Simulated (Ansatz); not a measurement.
# Ti2NOS MXene monolayer in a perpendicular field

What dipole does a perpendicular field induce in the Ti2NOS MXene monolayer? A positive field points along +c.

Program: Ansatz 0.2.0. Level of theory: plane-wave DFT, PBE-D3(BJ), Ansatz PAW. Results are calculated unless marked as measured.

### Step 1. Starting point

The cell holds 5 atoms: 1 S, 2 Ti, 1 N and 1 O. Cell: a = 3.029 Å, b = 3.029 Å, c = 41.626 Å, α = 90.0°, β = 90.0°, γ = 120.0°. Vacuum lies along c.

### Step 2. Relaxation

The starting cell is a guess, so the in-plane lattice and the atoms are relaxed first, with the slab cut off from its images along the normal.

input.yaml reads:

```yaml
crystal:
  lattice:
    - [3.02874, 0.0, 0.0]
    - [-1.51437, 2.6229657815, 0.0]
    - [0.0, 0.0, 41.625646757]
  atoms:
    - { symbol: S, position: [0.3333333333, 0.6666666667, 0.4360292611] }
    - { symbol: Ti, position: [0.6666666667, 0.3333333333, 0.4786151695], spin: 1.0 }
    - { symbol: "N", position: [0.0, 0.0, 0.5073248763] }
    - { symbol: Ti, position: [0.3333333333, 0.6666666667, 0.536034583], spin: 1.0 }
    - { symbol: O, position: [0.6666666667, 0.3333333333, 0.5639707389] }
  periodic: [true, true, false]
magnetization:
  spin_polarized: true
kpoints:
  mp_grid: { grid: [12, 12, 1] }
hamiltonian:
  xc: pbe
  dispersion: d3bj
scf:
  occupations: { method: fermi_dirac, width: 0.05 }
  convergence: { dr2_threshold: 1.0e-09 }
relax:
  f_tol: 0.004
  max_steps: 90
  cell: {}
output:
  write_potential: true
  write_density: true
  volumetric_format: npy
```

Run with:

```bash
ansatz run input.yaml --threads 2 --pin off --max-ram 3072MiB --backend cpu --events-out ev --progress --plain --runs-dir out
```

Numbers of over 12 decimals in the logs are rounded to 6 here.

Output:

```text
Warning: relax.cell: scf.convergence.dr2_threshold = 1e-9 eV is looser than the 2.12878784446e-10 eV advised for a relaxation that steers and ends on the stress (1e-10 eV for each atom of the cell: 5, times the square of relax.cell.stress_2d_tol = 0.05 N/m over 15.3 Å (the atoms' height at the walk's start and 5 Å past either face), 3.263e-2 GPa, over a crystal's default 0.05). What an SCF threshold leaves in a stress goes as its square root, and in the free energy as the threshold itself, and one threshold admits the most on a small cell: [figures from the program's tests cut] Set scf.convergence.dr2_threshold to 2.12878784446e-10 eV or tighter. [rest of the remark cut]
Engine: ansatz 0.2.0, x86_64-unknown-linux-gnu
Pseudopotentials: kind: paw
Pseudopotential: S, paw, valence charge 6, recommended cutoff 420 eV (normal), S.paw.azcp
Pseudopotential: Ti, paw, valence charge 12, recommended cutoff 420 eV (normal), Ti.paw.azcp
Pseudopotential: N, paw, valence charge 5, recommended cutoff 420 eV (normal), N.paw.azcp
Pseudopotential: O, paw, valence charge 6, recommended cutoff 420 eV (normal), O.paw.azcp
Functional definition: PBE
  parameter kappa = 0.804
  parameter beta = 0.066725
  exchange = pbe_x(kappa = kappa, mu = beta*pi^2/3)
  correlation = pbe_c(beta = beta)
Crystal: 5 atoms, lattice volume = 330.686 Å³
Basis set: ecut = 420 eV, 6367 PW (Γ), exchange–correlation on 48×48×576 points (8 copies of the dense FFT grid, shifted against one another)
Bands: 27, of which v1, the nominal top of the filled ones, is band 21 counted from 1 (20 counted from 0)
Symmetry: 6 space group operations
Space group: P3m1 (ITA 156), of the structure as read, at distance tolerance 6.9e-5 Å
Magnetic group: BNS 156.49 (UNI 1279), of the structure as read, at distance tolerance 6.9e-5 Å
k-points: 19 of 144 (time reversal used)
Non-local potential: S, projectors of the file, l = 0: 2, l = 1: 2, l = 2: 2
Non-local potential: Ti, projectors of the file, l = 0: 3, l = 1: 2, l = 2: 3, l = 3: 1
Non-local potential: N, projectors of the file, l = 0: 2, l = 1: 2, l = 2: 1
Non-local potential: O, projectors of the file, l = 0: 2, l = 1: 2, l = 2: 1
PAW form: soft (Blöchl's): semilocal exchange-correlation on the pseudo side does not see the compensation charge
PAW one-centre angular grid: S, 110 points (default); XC on 64 Gauss nodes
PAW one-centre angular grid: Ti, 590 points (default); XC on 64 Gauss nodes
PAW one-centre angular grid: N, 110 points (default); XC on 64 Gauss nodes
PAW one-centre angular grid: O, 110 points (default); XC on 64 Gauss nodes
Initial density: superposition of atomic densities (neutral atoms: chi_scale 0, normalization atom)
Starting moments: Σ|m| = 2 μB on 2 of 5 sites
Initial wavefunctions: pseudopotential atomic-orbital guess
Functional: x = pbe(κ = 0.804, μ = 0.219515), c = pbe(β = 0.066725)
SCF iter   1: F=—  HF=-6865.432403 eV  |F-HF|=—  |Δ(HF+E_count)|=         —  Δρ=3.89e-2 (↑3.89e-2 ↓3.08e-2)  dr2=2.43e1  dr2_m=3.68e-1  M=0.882 μB ∫|m|=0.983 μB  β_m=0.30  ethr=3.10e-3  ⟨swp⟩=13.7  Hψ=7335  notcnv=0
Mixer restart at iter 1: flushing history
preconditioner: auto → LDOS  [metal: Δε(μ)=0.033 eV  Ē_g=10.021 eV  σ=0.050 eV  W_gap=0.16  n_scr=24 (ndim 8)  ℏωp=10.2 eV  f_vac=0.783  D(μ)=1.68/eV (n_scr^D=12)]
spin=Collinear: LDOS preconditioning applied to the charge; magnetization (m = ρ↑ − ρ↓) channel mixes plain (no charge-response kernel on spin).
SCF iter   2: F=—  HF=-6861.204331 eV  |F-HF|=—  |Δ(HF+E_count)|=    4.23e0  Δρ=1.83e-2 (↑1.83e-2 ↓1.19e-2)  dr2=3.67e0  dr2_m=2.11e-1  M=0.691 μB ∫|m|=0.895 μB  β_m=0.40  ethr=3.10e-3  ⟨swp⟩=5.1  Hψ=3319  notcnv=0  defer=31
SCF iter   3: F=—  HF=-6860.457002 eV  |F-HF|=—  |Δ(HF+E_count)|=   7.47e-1  Δρ=7.09e-3 (↑7.09e-3 ↓6.70e-3)  dr2=2.69e-1  dr2_m=7.39e-2  M=0.501 μB ∫|m|=0.731 μB  β_m=0.63  ethr=3.10e-3  ⟨swp⟩=4.0  Hψ=2696  notcnv=0  defer=28
SCF iter   4: F=—  HF=-6860.679899 eV  |F-HF|=—  |Δ(HF+E_count)|=         —  Δρ=6.07e-3 (↑6.07e-3 ↓3.24e-3)  dr2=1.10e-1  dr2_m=5.68e-2  M=0.154 μB ∫|m|=0.265 μB  β_m=0.63  ethr=6.57e-4  ⟨swp⟩=3.7  Hψ=2428  notcnv=0  defer=28
SCF iter   5: F=—  HF=-6860.655782 eV  |F-HF|=—  |Δ(HF+E_count)|=   2.41e-2  Δρ=2.02e-3 (↑2.02e-3 ↓1.44e-3)  dr2=1.05e-2  dr2_m=8.19e-3  M=0.080 μB ∫|m|=0.144 μB  β_m=0.81  ethr=2.69e-4  ⟨swp⟩=3.2  Hψ=1984  notcnv=0  defer=30
SCF iter   6: F=—  HF=-6860.658438 eV  |F-HF|=—  |Δ(HF+E_count)|=   2.66e-3  Δρ=7.37e-4 (↑3.91e-4 ↓7.37e-4)  dr2=2.15e-3  dr2_m=5.82e-4  M=0.026 μB ∫|m|=0.049 μB  β_m=0.83  ethr=2.56e-5  ⟨swp⟩=3.0  Hψ=2550  notcnv=0  defer=30
SCF iter   7: F=—  HF=-6860.658202 eV  |F-HF|=—  |Δ(HF+E_count)|=   2.36e-4  Δρ=2.60e-4 (↑2.60e-4 ↓2.04e-4)  dr2=9.28e-5  dr2_m=1.36e-4  M=0.012 μB ∫|m|=0.022 μB  β_m=0.85  ethr=5.23e-6  ⟨swp⟩=3.2  Hψ=2521  notcnv=0  defer=28
SCF iter   8: F=—  HF=-6860.658280 eV  |F-HF|=—  |Δ(HF+E_count)|=   7.85e-5  Δρ=5.62e-5 (↑5.62e-5 ↓5.24e-5)  dr2=4.06e-5  dr2_m=6.56e-6  M=0.003 μB ∫|m|=0.005 μB  β_m=0.81  ethr=2.26e-7  ⟨swp⟩=3.9  Hψ=2559  notcnv=0  defer=28
SCF iter   9: F=—  HF=-6860.658277 eV  |F-HF|=—  |Δ(HF+E_count)|=   3.43e-6  Δρ=2.69e-5 (↑2.11e-5 ↓2.69e-5)  dr2=7.97e-6  dr2_m=9.92e-7  M=0.001 μB ∫|m|=0.002 μB  β_m=0.75  ethr=9.91e-8  ⟨swp⟩=3.2  Hψ=1947  notcnv=0  defer=28
SCF iter  10: F=—  HF=-6860.658279 eV  |F-HF|=—  |Δ(HF+E_count)|=   1.77e-6  Δρ=6.38e-6 (↑6.38e-6 ↓5.54e-6)  dr2=3.41e-7  dr2_m=7.12e-8  M=0.000 μB ∫|m|=0.000 μB  β_m=0.86  ethr=1.94e-8  ⟨swp⟩=3.0  Hψ=1851  notcnv=0  defer=28
SCF iter  11: F=—  HF=-6860.658279 eV  |F-HF|=—  |Δ(HF+E_count)|=   9.96e-7  Δρ=2.24e-6 (↑1.54e-6 ↓2.24e-6)  dr2=3.84e-8  dr2_m=3.80e-9  M=0.000 μB ∫|m|=0.000 μB  β_m=0.81  ethr=8.31e-10  ⟨swp⟩=3.3  Hψ=2261  notcnv=0  defer=28
SCF iter  12: F=—  HF=-6860.658280 eV  |F-HF|=—  |Δ(HF+E_count)|=   5.22e-8  Δρ=5.82e-7 (↑5.82e-7 ↓4.43e-7)  dr2=8.50e-10  dr2_m=5.28e-10  M=0.000 μB ∫|m|=0.000 μB  β_m=0.86  ethr=9.37e-11  ⟨swp⟩=4.0  Hψ=2382  notcnv=0  defer=28
SCF iter  13: F=—  HF=-6860.658280 eV  |F-HF|=—  |Δ(HF+E_count)|=   2.07e-8  Δρ=2.29e-7 (↑1.72e-7 ↓2.29e-7)  dr2=2.00e-10  dr2_m=8.02e-11  M=0.000 μB ∫|m|=0.000 μB  β_m=0.88  ethr=2.07e-12  ⟨swp⟩=3.3  Hψ=2305  notcnv=0  defer=28
SCF iter  14: F=-6860.658280 eV  HF=-6860.658280 eV  |F-HF|=2.51e-10  |Δ(HF+E_count)|=   1.47e-9  Δρ=8.10e-8 (↑6.47e-8 ↓8.10e-8)  dr2=2.77e-11  dr2_m=1.00e-11  M=0.000 μB ∫|m|=0.000 μB  ethr=1.00e-12  ⟨swp⟩=8.3  Hψ=7328  notcnv=0
[...]
relax step   5: F+E_penalty+E_count = -6861.24751525 eV  Δ(F+E_penalty+E_count) = -3.619e-6 eV  max|allowed force component| = 1.669e-3 eV/Å  Δτ_max = 0.0009 Å  P = +0.015 N/m  Ω = 335.831 Å³  energy of the carried Pulay correction = -2.103e-3 eV  fix = [c, alpha, beta]  reactions: c +0.000 N/m  (9 SCF iters, accepted)
[...]
relax step   6: F+E_penalty+E_count = -6861.24974341 eV  Δ(F+E_penalty+E_count) = -2.228e-3 eV  max|allowed force component| = 1.751e-3 eV/Å  Δτ_max = 0.0000 Å  P = +0.062 N/m  Ω = 335.831 Å³  fix = [c, alpha, beta]  reactions: c +0.000 N/m  stress off target by 6.21e-2 N/m on what of the cell is left free  SCF on the basis re-selected at this cell (its energy is not comparable with the rows above)  (9 SCF iters)
[...]
relax step   7: F+E_penalty+E_count = -6861.24970390 eV  Δ(F+E_penalty+E_count) = +3.951e-5 eV  max|allowed force component| = 8.763e-4 eV/Å  Δτ_max = 0.0003 Å  P = +0.011 N/m  Ω = 335.946 Å³  energy of the carried Pulay correction = -4.577e-5 eV  fix = [c, alpha, beta]  reactions: c +0.000 N/m  (9 SCF iters, accepted)
iter 1 solved again at ethr=2.00e-7 eV; its pass at ethr=3.10e-3 eV (dr2=8.22e-5 eV) is discarded
SCF iter   1: F=—  HF=-6861.249620 eV  |F-HF|=—  |Δ(HF+E_count)|=         —  Δρ=5.71e-7 (↑5.41e-7 ↓5.71e-7)  dr2=4.26e-9  dr2_m=2.65e-12  M=-0.000 μB ∫|m|=0.000 μB  β_m=0.65  ethr=2.00e-7  ⟨swp⟩=7.0  Hψ=12810  notcnv=0
eigensolver tolerance schedule: the retry pair's looser diagonalisation over-reported the residual by 19294.90 of it (diagonalisation noise at an unbounded share of the residual, at the tolerance the schedule requests for it); recorded, not acted on — ethr = c·dr2/N_el stays at c = 1.0e-1
preconditioner: auto → Resta (q_TF=auto, 1.922 Å⁻¹)  ε∞=2.4  [insulator: Δε(μ)=0.143 eV  Ē_g=8.556 eV  σ=0.050 eV  W_gap=0.55  n_scr=24 (ndim 8)  ℏωp=10.1 eV  f_vac=0.799  D(μ)=1.76/eV (n_scr^D=12)  ε∞_Penn≈2.4  vacuum switching on, ρ_ref=5.3e-3 e/Å³]
spin=Collinear: Resta preconditioning applied to the charge; magnetization (m = ρ↑ − ρ↓) channel mixes plain (no charge-response kernel on spin).
SCF iter   2: F=—  HF=-6861.249729 eV  |F-HF|=—  |Δ(HF+E_count)|=   1.09e-4  Δρ=6.87e-7 (↑6.87e-7 ↓6.60e-7)  dr2=8.43e-9  dr2_m=9.87e-13  M=-0.000 μB ∫|m|=0.000 μB  β_m=0.30  ethr=1.04e-11  ⟨swp⟩=6.4  Hψ=4296  notcnv=0
SCF iter   3: F=—  HF=-6861.249729 eV  |F-HF|=—  |Δ(HF+E_count)|=  8.03e-10  Δρ=2.87e-7 (↑2.87e-7 ↓2.62e-7)  dr2=1.32e-9  dr2_m=1.24e-12  M=-0.000 μB ∫|m|=0.000 μB  β_m=0.43  ethr=1.04e-11  ⟨swp⟩=2.4  Hψ=1518  notcnv=0
SCF iter   4: F=—  HF=-6861.249729 eV  |F-HF|=—  |Δ(HF+E_count)|=  1.93e-10  Δρ=2.17e-7 (↑2.17e-7 ↓1.98e-7)  dr2=1.04e-9  dr2_m=6.11e-13  M=-0.000 μB ∫|m|=0.000 μB  β_m=0.65  ethr=3.23e-12  ⟨swp⟩=2.7  Hψ=1659  notcnv=0
SCF iter   5: F=-6861.249729 eV  HF=-6861.249729 eV  |F-HF|=9.88e-10  |Δ(HF+E_count)|=  1.82e-11  Δρ=9.07e-8 (↑9.07e-8 ↓8.92e-8)  dr2=9.58e-10  dr2_m=3.04e-13  M=-0.000 μB ∫|m|=0.000 μB  ethr=2.44e-12  ⟨swp⟩=15.2  Hψ=7861  notcnv=0
the starting moments were not kept: the SCF closed with an absolute magnetisation of 1.4e-6 μB, where they sum to 2 μB in size (2 sites). That is at most 0.1 of that sum. Measured as dr2_m measures the in/out step, that magnetisation stands 3.1e-13 eV from none, at or under the dr2_threshold of 1.0e-9 eV: it is no larger than a step whose dr2_m would equal this threshold.
SCF 8 converged in 5 iterations: F = -6861.249729 eV  dr2 = 9.58e-10
relax step   8: F+E_penalty+E_count = -6861.24972923 eV  Δ(F+E_penalty+E_count) = -2.532e-5 eV  max|allowed force component| = 8.748e-4 eV/Å  Δτ_max = 0.0000 Å  P = +0.011 N/m  Ω = 335.946 Å³  fix = [c, alpha, beta]  reactions: c +0.000 N/m  stress off target by 1.12e-2 N/m on what of the cell is left free  SCF on the basis re-selected at this cell (its energy is not comparable with the rows above)  (5 SCF iters)
basis re-selected at this cell: Δ(F+E_penalty+E_count) = -2.532e-5 eV, ΔP = +0.001 N/m vs the last step (what re-selecting the basis moved, of the pressure what is left beyond the Pulay correction that the steps carried, after the strain that the cell walked since its last selection, with what the two solves' SCF thresholds leave and, on support functions, any second-order correction that the steps lacked; it is no m [...]
WARN: The output density's exchange-correlation potential varies sharply where the density is thin. Do not read a vacuum level from v_tot or v_xc, or from such a field of the output density. On a cell that repeats whose density bears no net charge and no dipole along the vacuum's axis use v_es (v_loc + v_h of the components); under efield.dipole_correction with no amplitude use v_es + v_field, which holds any externa [...]
SCF converged after 5 iterations
Magnetization: -0.0000 μB (20.5000 up, 20.5000 down)
Absolute magnetization: 0.0000 μB (∫|ρ↑−ρ↓|, with the PAW one-centre terms)
Spin contamination: 0.0000 ħ² per cell (⟨S²⟩ above its minimum at these occupations)
Per-site moments (μB) at R_I (Å): [(1.2697525901773912e-7, 0.975916), (-2.398340732401845e-7, 0.879727), (2.2629102300110734e-7, 0.879727), (-3.58890820740972e-7, 0.818915), (8.2494926157645e-8, 0.818915)]
Free energy (F): -6861.249729 eV
Harris-Foulkes:  -6861.249729 eV  (|F-HF|=9.88e-10)
Internal energy: -6861.234373 eV  (E = F + TS)
E sigma→0 (E₀):  -6861.242051 eV
Entropy (-TS):   -0.015356 eV (-3.071 meV/atom)
Fermi energy:    -5.624409 eV
--- Per-component energies (eV) ---
  E_band       = -1037.798868
  E_kinetic    = 961.865794
  E_local      = -161512.184784  (includes V_loc(G=0)·N_el)
  E_nonlocal   = 132.753333
  E_hartree    = 80142.043208
  E_xc         = -429.667667
  E_vxc        = -506.955217  (∫ρ·V_xc dr)
  E_paw        = -2978.188198  (= ΣΔE_a)
  E_vpaw       = -397.368795  (= ΣTr[D̂ρ^β])
  E_aug_tail   = 0.002774  (compensation charges beyond the density's cutoff)
  E_ewald      = 76823.642511
  E_disp       = -1.501345  (pairwise vdW)
  E_smearing   = -0.015356  (= −TS)
  E_closure    = -0.000000  (closes the sum)
  Σ components = -6861.249729   (vs F -6861.249729, Δ=0.00e0)
--- Forces (eV/Å), atoms counted from 1 ---
  atom   1  S     -0.00000000     0.00000000    -0.00051048
  atom   2  Ti    -0.00000000    -0.00000000    -0.00039370
  atom   3  N     -0.00000000    -0.00000000     0.00087267
  atom   4  Ti    -0.00000000    -0.00000000     0.00061742
  atom   5  O     -0.00000000    -0.00000000    -0.00059665
  max |Σ_I F_I| component: 1.07e-5 eV/Å
--- 2D stress c σ (N/m, compression-positive) ---
        0.011157       0.000000       0.000000
        0.000000       0.011157      -0.000000
        0.000000      -0.000000       0.000000
  P = ½ c Tr σ = 0.0112 N/m
--- Band table (eV; the first three rows and the last of 38) ---
  k-point 0 ↑: bands = [... 17 lower, -7.9980, -5.6853, -5.6853, -5.5124, -5.5124, -5.1105, -4.3000, -4.3000, ... 2 higher]
  k-point 1 ↑: bands = [... 17 lower, -7.9118, -6.3624, -6.0929, -5.4511, -5.0868, -4.8196, -4.2933, -4.2381, ... 2 higher]
  k-point 2 ↑: bands = [... 17 lower, -8.3088, -7.0888, -6.4286, -5.7385, -4.8222, -4.4765, -4.2367, -3.9086, ... 2 higher]
  k-point 18 ↓: bands = [... 17 lower, -9.5760, -9.1646, -8.3785, -4.8240, -4.7907, -4.0264, -3.6947, -3.4083, ... 2 higher]
  the weakly bound empty levels are not read free of the cell's end (no_gap_told)
--- Relaxed structure (6 steps of the walk, 6 accepted, 2 SCFs on fresh bases) ---
  F+E_penalty+E_count = -6861.24972923 eV   max|allowed force component| = 8.748e-4 eV/Å   (the final SCF, on the basis selected at the relaxed cell)
  cell:  # Å, volume = 335.9463 Å³
    - [3.052735, 0, 0]
    - [-1.526368, 2.643746, 0]
    - [0, 0, 41.625646757]
  atoms:
    - { symbol: S, position: [0.333333, 0.666667, 0.440453] }
    - { symbol: Ti, position: [0.666667, 0.333333, 0.478368] }
    - { symbol: N, position: [0, 0, 0.507215] }
    - { symbol: Ti, position: [0.333333, 0.666667, 0.536994] }
    - { symbol: O, position: [0.666667, 0.333333, 0.558944] }
```

It took 6.3 min on 2 threads of Intel Xeon at 2.50GHz (Skylake/Cascade Lake), shared host; peak memory 0.79 GiB.

Relaxation path:

```tsv
step	energy less that of the first step (eV)	largest force component (eV/Å)	volume (Å³)
1	0.0000	3.3307	330.69
2	-0.5593	1.0840	337.27
3	-0.5830	0.4019	333.35
4	-0.5892	0.0134	335.81
5	-0.5892	0.0017	335.83
6*	-0.5915	0.0018	335.83
7	-0.5914	0.0009	335.95
8*	-0.5914	0.0009	335.95
```

Relaxation steps marked * repeat the geometry before them on a plane-wave basis chosen anew for their cell, so energy and pressure can jump there.

The run keeps the 6 symmetry operations that it works with, so distortions that break them were not tested.

```tsv
cell as run	before	after	change
a (Å)	3.029	3.053	+0.8 %
b (Å)	3.029	3.053	+0.8 %
```

The atoms that moved most (Å, along periodic axes as changes of fractional coordinates times the final cell, across vacuum about the mean position):

```tsv
atom	dx	dy	dz	length
O5	0.000	0.000	-0.209	0.209
S1	0.000	0.000	0.184	0.184
Ti4	0.000	0.000	0.040	0.040
Ti2	0.000	0.000	-0.010	0.010
```

Final coordinates:

```xyz
5
Lattice="3.0527 0.0000 0.0000 -1.5264 2.6437 0.0000 0.0000 0.0000 41.6256" Properties=species:S:1:pos:R:3
S     0.0000    1.7625   18.3341
Ti    1.5264    0.8812   19.9124
N     0.0000    0.0000   21.1132
Ti    0.0000    1.7625   22.3527
O     1.5264    0.8812   23.2664
```

Numbers from this step:

```yaml
energy_at_zero_smearing: -6861.2421 eV
```

The lattice constant a goes from 3.029 to 3.053 Å.

(Part 1 of 2 ends here.)

[Logs are printed without paths, hosts, clocks, repeated set-up lines and the standing remarks that a program may print on its own settings, such as how far it seeks lower states.]

[Hosts, paths, dates, database ids (printed as entryN), source tags and the programs' standing remarks are cut or masked in the printed files.]

[Maps of the electrostatic potential energy from Ansatz leave out the sawtooth potential of an applied field or a dipole correction, so their vacuum need not be flat; planar profiles and work functions include it.]
